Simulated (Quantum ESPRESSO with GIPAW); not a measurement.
**Solid-state NMR of ScF3 by GIPAW**

Aim: the magnetic shielding of every site in ScF3.

Program: Quantum ESPRESSO with GIPAW 8.0dev (patched build). Level of theory: DFT, PBEsol, plane-wave PAW (pslibrary 1.0.0 recipes), scalar-relativistic, GIPAW; a patched development version of the program. Results are calculated unless marked as measured.

## 1. Set-up

The structure is trigonal, space group R-3c (No. 167). The conventional cell has a = 5.244 Å, b = 5.244 Å, c = 14.109 Å, α = 90.00°, β = 90.00°, γ = 120.00°. Nearest to Sc lie 6 F at 2.01 Å. Nearest to F lie 2 Sc at 2.01 Å. Farther neighbours and most contacts between anions are not listed.

The cell is an entry of the Crystallography Open Database; it need not be the form that is stable at ambient conditions.

This structure had its atoms relaxed beforehand (DFT, PBEsol, plane-wave PAW (pslibrary 1.0.0 recipes), Quantum ESPRESSO with GIPAW), starting from the database entry, since shieldings follow bond lengths closely.

## 2. The SCF step

GIPAW is a response on top of the ground state, so the wavefunctions come first. Their errors pass straight into the induced current, hence the tight threshold. No empty states are asked for: the response is solved without them. The mesh has a spacing of 0.49 Å⁻¹ at most. The PAW files were made with ld1.x from the pslibrary 1.0.0 recipes, with GIPAW reconstruction switched on (the recipe of F slightly mended, as the packaged one fails to give a sound file).

The input, scf.in:

```
&control
  calculation = 'scf'
  prefix = 'x'
  outdir = './tmp/'
  pseudo_dir = './'
/
&system
  ibrav = 0
  nat = 8
  ntyp = 2
  ecutwfc = 60
  ecutrho = 410
  nbnd = 32
/
&electrons
  conv_thr = 1.0d-10
  mixing_beta = 0.7
  electron_maxstep = 100
/
ATOMIC_SPECIES
  Sc 44.956 Sc.pbesol-spn-kjpaw_psl.1.0.0-gipaw.UPF
  F 18.998 F.pbesol-n-kjpaw_psl.1.0.0-gipaw.UPF
CELL_PARAMETERS angstrom
  2.62222037 1.51393964 4.70307000
  -2.62222037 1.51393964 4.70307000
  0.00000000 -3.02787928 4.70307000
ATOMIC_POSITIONS crystal
  Sc 0.00000000 0.00000000 -0.00000000
  Sc 0.50000000 0.50000000 0.50000000
  F 0.25000000 0.86285880 0.63714120
  F 0.86285880 0.63714120 0.25000000
  F 0.63714120 0.25000000 0.86285880
  F 0.75000000 0.13714120 0.36285880
  F 0.13714120 0.36285880 0.75000000
  F 0.36285880 0.75000000 0.13714120
K_POINTS automatic
  3 3 3 0 0 0
```

The run is started by

```console
$ mpirun -np 4 pw.x -nk 4 -in scf.in > scf.out
```

Log:

```text
using ibrav=0 with symmetry is DISCOURAGED, use correct ibrav instead

     bravais-lattice index     =            0
     lattice parameter (alat)  =      10.5701  a.u.
     unit-cell volume          =     755.9743 (a.u.)^3
     number of atoms/cell      =            8
     number of atomic types    =            2
     number of electrons       =        64.00
     number of Kohn-Sham states=           32
     kinetic-energy cutoff     =      60.0000  Ry
     charge density cutoff     =     410.0000  Ry
     scf convergence threshold =      1.0E-10
     mixing beta               =       0.7000
     number of iterations used =            8  plain     mixing
     Exchange-correlation= SLA-PW-PSX-PSC
                           (   1   4  10   8   0   0   0)
[...]
Sc               11.00    44.95600     Sc( 1.00)
     F                 7.00    18.99800     F ( 1.00)

     12 Sym. Ops., with inversion, found ( 6 have fractional translation)
[...]
number of k points=     6
[...]
Dense  grid:   105999 G-vectors     FFT dimensions: (  72,  72,  72)

     Smooth grid:    47497 G-vectors     FFT dimensions: (  54,  54,  54)

     Check: negative core charge=   -0.000008

     Initial potential from superposition of free atoms

     starting charge      63.9952, renormalised to      64.0000
     Starting wfcs are   44 randomized atomic wfcs

     Self-consistent Calculation

     iteration #  1     ecut=    60.00 Ry     beta= 0.70
     Davidson diagonalization with overlap
     ethr =  1.00E-02,  avg # of iterations =  1.0

     total energy              =    -663.60102908 Ry
     estimated scf accuracy    <       1.17219553 Ry

     iteration #  2     ecut=    60.00 Ry     beta= 0.70
     Davidson diagonalization with overlap
     ethr =  1.83E-03,  avg # of iterations =  7.0

     total energy              =    -663.97007460 Ry
     estimated scf accuracy    <       1.35364988 Ry

     iteration #  3     ecut=    60.00 Ry     beta= 0.70
     Davidson diagonalization with overlap
     ethr =  1.83E-03,  avg # of iterations =  2.0

     total energy              =    -664.10600987 Ry
     estimated scf accuracy    <       0.11283736 Ry

[...]
total energy              =    -664.24040458 Ry
[...]
iteration # 26     ecut=    60.00 Ry     beta= 0.70
     Davidson diagonalization with overlap
     ethr =  1.00E-11,  avg # of iterations =  2.0

     total energy              =    -664.24040457 Ry
     estimated scf accuracy    <       0.00000001 Ry

     iteration # 27     ecut=    60.00 Ry     beta= 0.70
     Davidson diagonalization with overlap
     ethr =  1.00E-11,  avg # of iterations =  6.2

     End of self-consistent calculation
     [one-electron energies left out]

!    total energy              =    -664.24040458 Ry
     total all-electron energy =     -4249.855778 Ry
     estimated scf accuracy    <          4.8E-11 Ry

     The total energy is the sum of the following terms:
     one-electron contribution =    -261.80336714 Ry
     hartree contribution      =     161.09123888 Ry
     xc contribution           =     -91.48289409 Ry
     ewald contribution        =    -290.53585678 Ry
     one-center paw contrib.   =    -181.50952545 Ry

     convergence has been achieved in  27 iterations
[...]
JOB DONE.
```

Elapsed: 45 s, on 4 MPI ranks of Arm Neoverse V2, shared host; peak memory 0.81 GiB; 3 min of CPU time.

It converged in 27 cycles to an estimated accuracy of 5e-11 Ry, on 6 irreducible k-points.

## 3. Shieldings

The job finds the current that a weak uniform field induces (applied as a long wave, q_gipaw) and the field that this current makes at each nucleus. On atoms with p or d valence electrons much of the paramagnetic part arises close to the nucleus, where the PAW partial waves rebuild the true states. pawproj makes the reconstruction use the PAW data sets' own projectors.

The input, nmr.in:

```
&inputgipaw
  job = 'nmr'
  prefix = 'x'
  tmp_dir = './tmp/'
  restart_mode = 'from_scratch'
  verbosity = 'low'
  q_gipaw = 0.01
  spline_ps = .true.
  conv_threshold = 1.0d-11
  use_nmr_macroscopic_shape = .false.
  pawproj(1) = .true.
  pawproj(2) = .true.
/
```

The run is started by

```console
$ mpirun -np 4 gipaw.x -in nmr.in > nmr.out
```

Log:

```text
[banner, memory and clock lines left out]
[a note of our patched build left out]

     Parallelizing q-star over 1 images

     IMPORTANT: XC functional enforced from input :
     Exchange-correlation= PBESOL
                           (   1   4  10   8   0   0   0)
     Any further DFT definition will be discarded
     Please, verify this is what you really want

     Check: negative core charge=   -0.000008
[...]
WARNING: some symmetry operations do not permute x, y and z, so the susceptibility and the shape term are
     wrong: all shieldings move alike (in wurtzite BN nosym gave 13 and 6 ppm more at 3 and 6 points an axis).
     Run pw.x with nosym, and raise the mesh until the susceptibility stays

     alpha_pv=     90.8953 eV

     spline_ps is .false., expect some extrapolation errors

     q-space interpolation up to    72.00 Rydberg

     GIPAW job: nmr
     NMR macroscopic correction: no
[...]
Computing the magnetic susceptibility     isolve=0    ethr=  0.1000E-10
     Starting from scratch
     k-point #    1 of     6      pool #  1    cpu time:       0.9
[...]
End of magnetic susceptibility calculation

     f-sum rule (1st term):
           -57.1996          0.0000         -0.0000
             0.0000        -57.1996         -0.0000
            -0.0000          0.0000        -57.1904

     f-sum rule (2nd term):
            -2.8834          0.0000          0.0000
            -0.0000         -2.8834         -0.0000
             0.0000          0.0000         -2.8937

     f-sum rule (should be   -60.0606):
           -60.0830          0.0000         -0.0000
             0.0000        -60.0830         -0.0000
            -0.0000          0.0000        -60.0842

[... susceptibilities left out ...]
     Contributions to the NMR chemical shifts: -------------------------------

     Macroscopic shape contribution in ppm:                    0.00
             0.0000          0.0000          0.0000
             0.0000          0.0000          0.0000
             0.0000          0.0000          0.0000

     Core contribution in ppm:

     Atom  1  Sc  pos: (  0.000000  0.000000  0.000000)  core sigma:        1336.06
     Atom  2  Sc  pos: (  0.000000  0.000000  1.261221)  core sigma:        1336.06
     Atom  3  F   pos: ( -0.287308 -0.043691  1.471425)  core sigma:         305.83
     Atom  4  F   pos: (  0.105816  0.270662  1.471425)  core sigma:         305.83
     Atom  5  F   pos: (  0.181492 -0.226971  1.471425)  core sigma:         305.83
     Atom  6  F   pos: (  0.287308  0.043691  1.051018)  core sigma:         305.83
     Atom  7  F   pos: ( -0.105816 -0.270662  1.051018)  core sigma:         305.83
     Atom  8  F   pos: ( -0.181492  0.226971  1.051018)  core sigma:         305.83

     Bare contribution in ppm:

     Atom  1  Sc  pos: (  0.000000  0.000000  0.000000)  bare sigma:          23.58
[...]
Atom  2  Sc  pos: (  0.000000  0.000000  1.261221)  bare sigma:          23.58
[...]
Atom  3  F   pos: ( -0.287308 -0.043691  1.471425)  bare sigma:          50.15
[...]
Atom  4  F   pos: (  0.105816  0.270662  1.471425)  bare sigma:          50.15
[...]
Atom  5  F   pos: (  0.181492 -0.226971  1.471425)  bare sigma:          50.15
[...]
Atom  6  F   pos: (  0.287308  0.043691  1.051018)  bare sigma:          50.15
[...]
Atom  7  F   pos: ( -0.105816 -0.270662  1.051018)  bare sigma:          50.15
[...]
Atom  8  F   pos: ( -0.181492  0.226971  1.051018)  bare sigma:          50.15
[...]
Diamagnetic contribution in ppm:

     Atom  1  Sc  pos: (  0.000000  0.000000  0.000000)  dia sigma:          -9.58
[...]
Atom  2  Sc  pos: (  0.000000  0.000000  1.261221)  dia sigma:          -9.58
[...]
Atom  3  F   pos: ( -0.287308 -0.043691  1.471425)  dia sigma:          43.27
[...]
Atom  4  F   pos: (  0.105816  0.270662  1.471425)  dia sigma:          43.27
[...]
Atom  5  F   pos: (  0.181492 -0.226971  1.471425)  dia sigma:          43.27
[...]
Atom  6  F   pos: (  0.287308  0.043691  1.051018)  dia sigma:          43.27
[...]
Atom  7  F   pos: ( -0.105816 -0.270662  1.051018)  dia sigma:          43.27
[...]
Atom  8  F   pos: ( -0.181492  0.226971  1.051018)  dia sigma:          43.27
[...]
Paramagnetic contribution in ppm:

     Atom  1  Sc  pos: (  0.000000  0.000000  0.000000)  para sigma:        -141.91
[...]
Atom  2  Sc  pos: (  0.000000  0.000000  1.261221)  para sigma:        -141.91
[...]
Atom  3  F   pos: ( -0.287308 -0.043691  1.471425)  para sigma:          -4.64
[...]
Atom  4  F   pos: (  0.105816  0.270662  1.471425)  para sigma:          -4.64
[...]
Atom  5  F   pos: (  0.181492 -0.226971  1.471425)  para sigma:          -4.64
[...]
Atom  6  F   pos: (  0.287308  0.043691  1.051018)  para sigma:          -4.64
[...]
Atom  7  F   pos: ( -0.105816 -0.270662  1.051018)  para sigma:          -4.64
[...]
Atom  8  F   pos: ( -0.181492  0.226971  1.051018)  para sigma:          -4.64
[...]
Paramagnetic US occ-occ contribution in ppm:

     Atom  1  Sc  pos: (  0.000000  0.000000  0.000000)  para_oo sigma:          -7.62
[...]
Atom  2  Sc  pos: (  0.000000  0.000000  1.261221)  para_oo sigma:          -7.62
[...]
Atom  3  F   pos: ( -0.287308 -0.043691  1.471425)  para_oo sigma:           4.64
[...]
Atom  4  F   pos: (  0.105816  0.270662  1.471425)  para_oo sigma:           4.64
[...]
Atom  5  F   pos: (  0.181492 -0.226971  1.471425)  para_oo sigma:           4.64
[...]
Atom  6  F   pos: (  0.287308  0.043691  1.051018)  para_oo sigma:           4.64
[...]
Atom  7  F   pos: ( -0.105816 -0.270662  1.051018)  para_oo sigma:           4.64
[...]
Atom  8  F   pos: ( -0.181492  0.226971  1.051018)  para_oo sigma:           4.64
[...]
Paramagnetic US L_R Q_R contribution in ppm:

     Atom  1  Sc  pos: (  0.000000  0.000000  0.000000)  para_lq sigma:        -380.65
[...]
Atom  2  Sc  pos: (  0.000000  0.000000  1.261221)  para_lq sigma:        -380.65
[...]
Atom  3  F   pos: ( -0.287308 -0.043691  1.471425)  para_lq sigma:        -323.59
[...]
Atom  4  F   pos: (  0.105816  0.270662  1.471425)  para_lq sigma:        -323.59
[...]
Atom  5  F   pos: (  0.181492 -0.226971  1.471425)  para_lq sigma:        -323.59
[...]
Atom  6  F   pos: (  0.287308  0.043691  1.051018)  para_lq sigma:        -323.59
[...]
Atom  7  F   pos: ( -0.105816 -0.270662  1.051018)  para_lq sigma:        -323.59
[...]
Atom  8  F   pos: ( -0.181492  0.226971  1.051018)  para_lq sigma:        -323.59
[...]
Total NMR chemical shifts in ppm: ---------------------------------------
     (adopting the Simpson convention for anisotropy and asymmetry)-----------

     Atom  1  Sc  pos: (  0.000000  0.000000  0.000000)  Total sigma:         819.89
           813.7590         13.5322          0.0000
           -13.5322        813.7590         -0.0000
             0.0000         -0.0000        832.1445

     Sc      1    anisotropy:     18.39    eta:    0.0000
[...]
Atom  2  Sc  pos: (  0.000000  0.000000  1.261221)  Total sigma:         819.89
[... its tensor is left out ...]
     Atom  3  F   pos: ( -0.287308 -0.043691  1.471425)  Total sigma:          75.64
           128.3025         95.4660       -168.3863
            95.4660         18.0678        -97.2179
          -169.2104        -97.6937         80.5618

     F       3    anisotropy:    386.89    eta:    0.1262
[...]
Atom  4  F   pos: (  0.105816  0.270662  1.471425)  Total sigma:          75.64
[... its tensor is left out ...]
     Atom  5  F   pos: (  0.181492 -0.226971  1.471425)  Total sigma:          75.64
[... its tensor is left out ...]
     Atom  6  F   pos: (  0.287308  0.043691  1.051018)  Total sigma:          75.64
[... its tensor is left out ...]
     Atom  7  F   pos: ( -0.105816 -0.270662  1.051018)  Total sigma:          75.64
[... its tensor is left out ...]
     Atom  8  F   pos: ( -0.181492  0.226971  1.051018)  Total sigma:          75.64
[... its tensor is left out ...]
```

The job ended after 4.1 min (4 MPI ranks; peak memory 0.56 GiB; 16 min of CPU time).

The f-sum rule is met to 0.024 of 60.1 (0.04 %). Converged shieldings require that this miss be small, but a small miss does not prove them. gipaw.x warns that with these symmetry operations the susceptibility and the shape term are unreliable; the other terms are not touched.

From the symmetric part of each tensor, with principal values σ11 ≤ σ22 ≤ σ33: σ_iso is their mean, the span is σ33 − σ11 and the skew 3(σ_iso − σ22)/span. (gipaw.x prints an anisotropy in another convention.)

| site | atom no. | atoms in cell | σ_iso (ppm) | span (ppm) | skew |
| --- | --- | --- | --- | --- | --- |
| Sc | 1 | 2 | 820 | 18 | 1.00 |
| F | 3 | 6 | 75.6 | 403.2 | 0.84 |

The macroscopic shape term is switched off. For a spherical sample the valence susceptibility of this run would add about 5 ppm to every site, a rough estimate, since the susceptibility converges slowly and lacks part of the PAW terms, above all in hexagonal and trigonal cells. Differences within the crystal don't depend on it, but shieldings of different compounds can't be compared to better than a few ppm without it.

An axis of order three or more runs through Sc, so two principal values coincide and the skew is ±1. In this run the largest span is that of F (site symmetry 2), with principal values -69.6, -37.0 and 333.6 ppm.

45Sc also has a quadrupolar coupling here. It is not given: on PAW files the efg job of this gipaw.x leaves out the augmentation charge of neighbouring atoms and can miss by tens of per cent.

## 4. NMR parameters by site

Covalently bonded atoms count as neighbours within 1.18 times the sum of their radii. Otherwise a cation's neighbours lie within 1.2 times its shortest bond (1.3 for large cations, each anion's radius taken off where they differ), and an anion's are the cations that count it.

| site | atom no. | atoms in cell | surroundings | bonds (Å) | σ_iso (ppm) |
| --- | --- | --- | --- | --- | --- |
| Sc | 1 | 2 | ScF6 | 2.006 | 820 |
| F | 3 | 6 | bound to Sc2 | 2.006 | 75.6 |

Simulated spectrum: 19F MAS at 40 kHz, 11.7 T (468.9 MHz), lines broadened by 2 ppm; the axis counts ppm from the isotropic position of F, as −Δσ; rigid lattice, with dipolar and J couplings left out. Its lines over 1.5 % of the strongest:

| offset (ppm) | area |
| --- | --- |
| 255.9 | 0.03 |
| 170.6 | 0.19 |
| 85.3 | 1.00 |
| 0.0 | 0.80 |
| -85.3 | 0.35 |
| -170.6 | 0.37 |
| -255.9 | 0.09 |
| -341.2 | 0.03 |

Spinning sidebands lie 85.3 ppm apart.

## 5. Other settings and structures

Each row names what was changed: another mesh tests the sampling of the zone; GIPAW's default projectors test the reconstruction.

Changes of σ_iso (ppm) against the run above (PBEsol, cutoffs 60 and 410 Ry, mesh 3×3×3, 19 min). Times are CPU times of pw.x and gipaw.x together, on 4 MPI ranks of Arm Neoverse V2, shared host; on a shared host they are rough. A run is marked as doubtful where the f-sum miss passes 0.015 electrons, or that much for each three atoms in larger cells (with Tl, Pb, Hg, Bi or Sn a third of that, or a mesh spacing over 0.26 Å⁻¹), or where the susceptibility is unphysically large.

| run | CPU time | f-sum miss | Sc | F |
| --- | --- | --- | --- | --- |
| mesh 4×4×4 | 41 min | 0.021 | -0.1 | +0.0 |
| mesh 2×2×2 (marked) | 12 min | 0.10 | +4.1 | -0.9 |
| GIPAW's own projectors | 20 min | 0.024 | +11.2 | -1.0 |

The largest move is +11.2 ppm, on Sc, from GIPAW's own projectors.

## 6. What came out

```yaml
19f_shielding_without_shape_term: 75.6 ppm
45sc_shielding_without_shape_term: 820 ppm
```

In words: 19F has one site (bound to Sc2), with isotropic shielding 75.6 ppm (shape term left out). A shift needs a reference, δ = σ_ref − σ, fixed on measured compounds; for 19F of this kind at this level too few were at hand, or they scattered too widely about a line, so none is given. Going to mesh 4×4×4 changes no isotropic shielding by more than 0.058 ppm, so the main run is converged in that respect. A higher cutoff was not carried through on these files. Semilocal functionals place the empty 3d states of Sc too low, which is known to deshield neighbouring F too much. This build of gipaw.x prints that it is not audited and that its numbers are no references by themselves. It also reports spline_ps as false although the input sets it; why was not traced.

[Banner, clock, file and message-heading lines were taken out of the pw.x and gipaw.x logs.]

[Logs are printed without paths, hosts, clocks, repeated set-up lines and the standing remarks that a program may print on its own settings, such as how far it seeks lower states.]

[Hosts, paths, dates, database ids (printed as entryN), source tags and the programs' standing remarks are cut or masked in the printed files.]

[Where no reference line passes its bar on scatter, no shift is given, so a measured shift of this compound may stand uncompared.]
